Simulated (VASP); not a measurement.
# Be2C (Fm-3m) in VASP: settings compared, part 2 of 2

VASP 6.6.1. The steps go on from the part before.

### Step 3. Equation of state, PBE, 6.49 Å³/atom (volume scaled by 0.96)

The input, INCAR:

```
ALGO = Normal
EDIFF = 1E-7
ENCUT = 520
GGA = PE
ISIF = 2
ISMEAR = -1
LASPH = True
LCHARG = False
LREAL = False
LWAVE = False
NBANDS = 11
NELM = 80
PREC = Accurate
SIGMA = 0.05
```

The input, KPOINTS:

```
k-points
0
Gamma
  11 11 11
```

The input, POSCAR:

```
Be2C
1.0
    0.0000000000      2.1357396564      2.1357396564
    2.1357396564      0.0000000000      2.1357396564
    2.1357396564      2.1357396564      0.0000000000
C Be
1 2
Direct
    0.0000000000      0.0000000000      0.0000000000
    0.7500000000      0.7500000000      0.7500000000
    0.2500000000      0.2500000000      0.2500000000
```

Potentials or basis: VASP PAW PBE potentials, release 64 (C, Be).

Command:

```sh
cat potpaw_PBE.64/C/POTCAR potpaw_PBE.64/Be/POTCAR > POTCAR
mpirun -np 1 vasp_std > vasp.out
```

It took 11 s on 1 thread of Intel Xeon Platinum 8488C (Sapphire Rapids), shared host; peak memory 0.13 GiB.

The run converged. Its results:

* Free energy: -17.4330 eV
* Pressure: 9.0 GPa
* Band gap on the k mesh: 1.27 eV, indirect (least direct gap 4.20 eV)

Caveat: an odd mesh through Γ misses points on the zone boundary, where band edges often lie.

### Step 4. Equation of state, PBE, 6.63 Å³/atom (volume scaled by 0.98)

The input, INCAR:

```
SYSTEM = Be2C
ALGO = Normal
EDIFF = 1E-7
ENCUT = 520
GGA = PE
ISIF = 2
ISMEAR = -1
LASPH = .True.
LCHARG = .False.
LREAL = .False.
LWAVE = .False.
NBANDS = 11
NELM = 100
PREC = Accurate
SIGMA = 0.05
```

The input, KPOINTS:

```
k-points
0
Gamma
  11 11 11
  0 0 0
```

The input, POSCAR:

```
Be2C
1.0
    0.0000000000      2.1504693608      2.1504693608
    2.1504693608      0.0000000000      2.1504693608
    2.1504693608      2.1504693608      0.0000000000
C Be
1 2
Direct
    0.0000000000      0.0000000000      0.0000000000
    0.7500000000      0.7500000000      0.7500000000
    0.2500000000      0.2500000000      0.2500000000
```

Command:

```sh
cat potpaw_PBE.64/C/POTCAR potpaw_PBE.64/Be/POTCAR > POTCAR
mpirun -np 1 vasp_std > vasp.out
```

It took 10 s on 1 thread of Intel Xeon Platinum 8488C (Sapphire Rapids), shared host; peak memory 0.13 GiB.

The run converged. Its results:

```yaml
Free_energy: -17.4500 eV
Pressure: 4.4 GPa
Band_gap_on_the_k_mesh: 1.26 eV, indirect (least direct gap 4.16 eV)
```

Caveat: an odd mesh through Γ misses points on the zone boundary, where band edges often lie.

### Step 5. Equation of state, PBE, 6.90 Å³/atom (volume scaled by 1.02)

The input, INCAR:

```
ALGO = Normal
EDIFF = 1E-7
ENCUT = 520
GGA = PE
ISIF = 2
ISMEAR = -1
LASPH = True
LCHARG = False
LREAL = False
LWAVE = False
NBANDS = 11
NELM = 80
PREC = Accurate
SIGMA = 0.05
```

The input, KPOINTS:

```
k-points
0
Gamma
  11 11 11
```

The input, POSCAR:

```
Be2C
1.0
    0.0000000000      2.1793381662      2.1793381662
    2.1793381662      0.0000000000      2.1793381662
    2.1793381662      2.1793381662      0.0000000000
C Be
1 2
Direct
    0.0000000000      0.0000000000      0.0000000000
    0.7500000000      0.7500000000      0.7500000000
    0.2500000000      0.2500000000      0.2500000000
```

Command:

```sh
cat potpaw_PBE.64/C/POTCAR potpaw_PBE.64/Be/POTCAR > POTCAR
mpirun -np 1 vasp_std > vasp.out
```

Run time: 9.6 s. Hardware: 1 thread of Intel Xeon Platinum 8488C (Sapphire Rapids), shared host; peak memory 0.14 GiB.

It converged, with:

```
Free energy            : -17.4513 eV
Pressure               : -3.7 GPa
Band gap on the k mesh : 1.24 eV, indirect (least direct gap 4.09 eV)
```

Caveat: an odd mesh through Γ misses points on the zone boundary, where band edges often lie.

### Step 6. Equation of state, PBE, 7.04 Å³/atom (volume scaled by 1.04)

The input, INCAR:

```
PREC = Accurate
ENCUT = 520
EDIFF = 1E-7
ISMEAR = -1
SIGMA = 0.05
LREAL = F
LASPH = T
NELM = 100
ALGO = Normal
ISIF = 2
LWAVE = F
LCHARG = F
GGA = PE
NBANDS = 11
```

The input, KPOINTS:

```
Automatic mesh
0
Gamma
  11 11 11
```

The input, POSCAR:

```
Be2C
1.0
    0.0000000000      2.1934901093      2.1934901093
    2.1934901093      0.0000000000      2.1934901093
    2.1934901093      2.1934901093      0.0000000000
C Be
1 2
Direct
    0.0000000000      0.0000000000      0.0000000000
    0.7500000000      0.7500000000      0.7500000000
    0.2500000000      0.2500000000      0.2500000000
```

Potentials or basis: VASP PAW PBE potentials, release 64 (C, Be).

Command:

```sh
cat potpaw_PBE.64/C/POTCAR potpaw_PBE.64/Be/POTCAR > POTCAR
mpirun -np 1 vasp_std > vasp.out
```

Run time: 11 s. Hardware: 1 thread of Intel Xeon Platinum 8488C (Sapphire Rapids), shared host; peak memory 0.13 GiB.

It converged, with:

```
Free energy            : -17.4375 eV
Pressure               : -7.2 GPa
Band gap on the k mesh : 1.23 eV, indirect (least direct gap 4.05 eV)
```

Caveat: an odd mesh through Γ misses points on the zone boundary, where band edges often lie.

### Step 7. Equation of state, PBE, 7.17 Å³/atom (volume scaled by 1.06)

The input, INCAR:

```
SYSTEM = Be2C
ALGO = Normal
EDIFF = 1E-7
ENCUT = 520
GGA = PE
ISIF = 2
ISMEAR = -1
LASPH = .True.
LCHARG = .False.
LREAL = .False.
LWAVE = .False.
NBANDS = 11
NELM = 100
PREC = Accurate
SIGMA = 0.05
```

The input, KPOINTS:

```
k-points
0
Gamma
  11 11 11
  0 0 0
```

The input, POSCAR:

```
Be2C
1.0
    0.0000000000      2.2074617605      2.2074617605
    2.2074617605      0.0000000000      2.2074617605
    2.2074617605      2.2074617605      0.0000000000
C Be
1 2
Direct
    0.0000000000      0.0000000000      0.0000000000
    0.7500000000      0.7500000000      0.7500000000
    0.2500000000      0.2500000000      0.2500000000
```

Command:

```sh
cat potpaw_PBE.64/C/POTCAR potpaw_PBE.64/Be/POTCAR > POTCAR
mpirun -np 1 vasp_std > vasp.out
```

It took 11 s on 1 thread of Intel Xeon Platinum 8488C (Sapphire Rapids), shared host; peak memory 0.13 GiB.

Results (log left out):

```yaml
Free_energy: -17.4152 eV
Pressure: -10.5 GPa
Band_gap_on_the_k_mesh: 1.22 eV, indirect (least direct gap 4.02 eV)
```

Caveat: an odd mesh through Γ misses points on the zone boundary, where band edges often lie.

### Step 8. Equation of state, PBE

No new run: the results of the series are fitted here.

What came out:

```yaml
Equilibrium_volume: 6.77 Å³/atom
Bulk_modulus: 201 GPa
Pressure_derivative_of_the_bulk_modulus: 3.5
```

Energy against volume, from the lowest point:
```csv
volume (Å³/atom),energy (meV/atom)
6.359,17.36
6.495,7.60
6.630,1.93
6.765,0.00
6.901,1.48
7.036,6.09
7.171,13.54
```

### Step 9. Equation of state, PBEsol, 6.36 Å³/atom (volume scaled by 0.94)

The input, INCAR:

```
  PREC = Accurate
  ENCUT = 520
  EDIFF = 1E-7
  ISMEAR = -1
  SIGMA = 0.05
  LREAL = False
  LASPH = True
  NELM = 100
  ALGO = Normal
  ISIF = 2
  LWAVE = False
  LCHARG = False
  GGA = PS
  NBANDS = 11
```

The input, KPOINTS:

```
regular mesh
0
Gamma
  11 11 11
```

The input, POSCAR:

```
Be2C
1.0
    0.0000000000      2.1208039254      2.1208039254
    2.1208039254      0.0000000000      2.1208039254
    2.1208039254      2.1208039254      0.0000000000
C Be
1 2
Direct
    0.0000000000      0.0000000000      0.0000000000
    0.7500000000      0.7500000000      0.7500000000
    0.2500000000      0.2500000000      0.2500000000
```

Potentials or basis: VASP PAW PBE potentials, release 64 (C, Be).

Command:

```sh
cat potpaw_PBE.64/C/POTCAR potpaw_PBE.64/Be/POTCAR > POTCAR
mpirun -np 1 vasp_std > vasp.out
```

Wall time 7.2 s (1 thread of Intel Xeon Platinum 8488C (Sapphire Rapids), shared host); peak memory 0.14 GiB.

The run converged. Its results:

| Quantity | Value |
| --- | --- |
| Free energy | -18.3762 eV |
| Pressure | 11.7 GPa |
| Band gap on the k mesh | 1.18 eV, indirect (least direct gap 4.19 eV) |

Caveat: the PAW data sets were made with another functional, which shifts forces and pressure a little; an odd mesh through Γ misses points on the zone boundary, where band edges often lie.

### Step 10. Equation of state, PBEsol, 6.49 Å³/atom (volume scaled by 0.96)

INCAR is that of step 9.

KPOINTS is that of step 9.

The input, POSCAR:

```
Be2C
1.0
    0.0000000000      2.1357396564      2.1357396564
    2.1357396564      0.0000000000      2.1357396564
    2.1357396564      2.1357396564      0.0000000000
C Be
1 2
Direct
    0.0000000000      0.0000000000      0.0000000000
    0.7500000000      0.7500000000      0.7500000000
    0.2500000000      0.2500000000      0.2500000000
```

Command:

```sh
cat potpaw_PBE.64/C/POTCAR potpaw_PBE.64/Be/POTCAR > POTCAR
mpirun -np 1 vasp_std > vasp.out
```

Run time: 7.8 s. Hardware: 1 thread of Intel Xeon Platinum 8488C (Sapphire Rapids), shared host; peak memory 0.14 GiB.

The run converged. Its results:

```
Free energy            : -18.3994 eV
Pressure               : 6.7 GPa
Band gap on the k mesh : 1.17 eV, indirect (least direct gap 4.16 eV)
```

Caveat: the PAW data sets were made with another functional, which shifts forces and pressure a little; an odd mesh through Γ misses points on the zone boundary, where band edges often lie.

### Step 11. Equation of state, PBEsol, 6.63 Å³/atom (volume scaled by 0.98)

INCAR is that of step 10.

KPOINTS is that of step 10.

The input, POSCAR:

```
Be2C
1.0
    0.0000000000      2.1504693608      2.1504693608
    2.1504693608      0.0000000000      2.1504693608
    2.1504693608      2.1504693608      0.0000000000
C Be
1 2
Direct
    0.0000000000      0.0000000000      0.0000000000
    0.7500000000      0.7500000000      0.7500000000
    0.2500000000      0.2500000000      0.2500000000
```

Command:

```sh
cat potpaw_PBE.64/C/POTCAR potpaw_PBE.64/Be/POTCAR > POTCAR
mpirun -np 1 vasp_std > vasp.out
```

Run time: 7.5 s. Hardware: 1 thread of Intel Xeon Platinum 8488C (Sapphire Rapids), shared host; peak memory 0.13 GiB.

The run converged. Its results:

* Free energy: -18.4106 eV
* Pressure: 2.1 GPa
* Band gap on the k mesh: 1.16 eV, indirect (least direct gap 4.12 eV)

Caveat: the PAW data sets were made with another functional, which shifts forces and pressure a little; an odd mesh through Γ misses points on the zone boundary, where band edges often lie.

### Step 12. Equation of state, PBEsol, 6.90 Å³/atom (volume scaled by 1.02)

INCAR is that of step 11.

KPOINTS is that of step 11.

The input, POSCAR:

```
Be2C
1.0
    0.0000000000      2.1793381662      2.1793381662
    2.1793381662      0.0000000000      2.1793381662
    2.1793381662      2.1793381662      0.0000000000
C Be
1 2
Direct
    0.0000000000      0.0000000000      0.0000000000
    0.7500000000      0.7500000000      0.7500000000
    0.2500000000      0.2500000000      0.2500000000
```

Potentials or basis: VASP PAW PBE potentials, release 64 (C, Be).

Command:

```sh
cat potpaw_PBE.64/C/POTCAR potpaw_PBE.64/Be/POTCAR > POTCAR
mpirun -np 1 vasp_std > vasp.out
```

Run time: 7.5 s. Hardware: 1 thread of Intel Xeon Platinum 8488C (Sapphire Rapids), shared host; peak memory 0.14 GiB.

It converged, with:

```
Free energy            : -18.4009 eV
Pressure               : -5.8 GPa
Band gap on the k mesh : 1.15 eV, indirect (least direct gap 4.05 eV)
```

Caveat: the PAW data sets were made with another functional, which shifts forces and pressure a little; an odd mesh through Γ misses points on the zone boundary, where band edges often lie.

### Step 13. Equation of state, PBEsol, 7.04 Å³/atom (volume scaled by 1.04)

INCAR is that of step 12.

KPOINTS is that of step 12.

The input, POSCAR:

```
Be2C
1.0
    0.0000000000      2.1934901093      2.1934901093
    2.1934901093      0.0000000000      2.1934901093
    2.1934901093      2.1934901093      0.0000000000
C Be
1 2
Direct
    0.0000000000      0.0000000000      0.0000000000
    0.7500000000      0.7500000000      0.7500000000
    0.2500000000      0.2500000000      0.2500000000
```

Command:

```sh
cat potpaw_PBE.64/C/POTCAR potpaw_PBE.64/Be/POTCAR > POTCAR
mpirun -np 1 vasp_std > vasp.out
```

Run time: 7.3 s. Hardware: 1 thread of Intel Xeon Platinum 8488C (Sapphire Rapids), shared host; peak memory 0.13 GiB.

The run converged. Its results:

```yaml
Free_energy: -18.3818 eV
Pressure: -9.3 GPa
Band_gap_on_the_k_mesh: 1.14 eV, indirect (least direct gap 4.01 eV)
```

Caveat: the PAW data sets were made with another functional, which shifts forces and pressure a little; an odd mesh through Γ misses points on the zone boundary, where band edges often lie.

### Step 14. Equation of state, PBEsol, 7.17 Å³/atom (volume scaled by 1.06)

INCAR is that of step 13.

KPOINTS is that of step 13.

The input, POSCAR:

```
Be2C
1.0
    0.0000000000      2.2074617605      2.2074617605
    2.2074617605      0.0000000000      2.2074617605
    2.2074617605      2.2074617605      0.0000000000
C Be
1 2
Direct
    0.0000000000      0.0000000000      0.0000000000
    0.7500000000      0.7500000000      0.7500000000
    0.2500000000      0.2500000000      0.2500000000
```

Command:

```sh
cat potpaw_PBE.64/C/POTCAR potpaw_PBE.64/Be/POTCAR > POTCAR
mpirun -np 1 vasp_std > vasp.out
```

It took 7.8 s on 1 thread of Intel Xeon Platinum 8488C (Sapphire Rapids), shared host; peak memory 0.13 GiB.

Results (log left out):

```
Free energy            : -18.3543 eV
Pressure               : -12.4 GPa
Band gap on the k mesh : 1.13 eV, indirect (least direct gap 3.98 eV)
```

Caveat: the PAW data sets were made with another functional, which shifts forces and pressure a little; an odd mesh through Γ misses points on the zone boundary, where band edges often lie.

### Step 15. Equation of state, PBEsol

Potentials or basis: VASP PAW PBE potentials, release 64 (C, Be).

This step only gathers the single runs of the series.

Results:

```
Equilibrium volume                      : 6.70 Å³/atom
Bulk modulus                            : 205 GPa
Pressure derivative of the bulk modulus : 3.5
```

Energy against volume, from the lowest point:
| volume (Å³/atom) | energy (meV/atom) |
| --- | --- |
| 6.359 | 11.51 |
| 6.495 | 3.78 |
| 6.630 | 0.05 |
| 6.765 | 0.00 |
| 6.901 | 3.30 |
| 7.036 | 9.65 |
| 7.171 | 18.81 |

Caveat: the PAW data sets were made with another functional, which shifts forces and pressure a little.
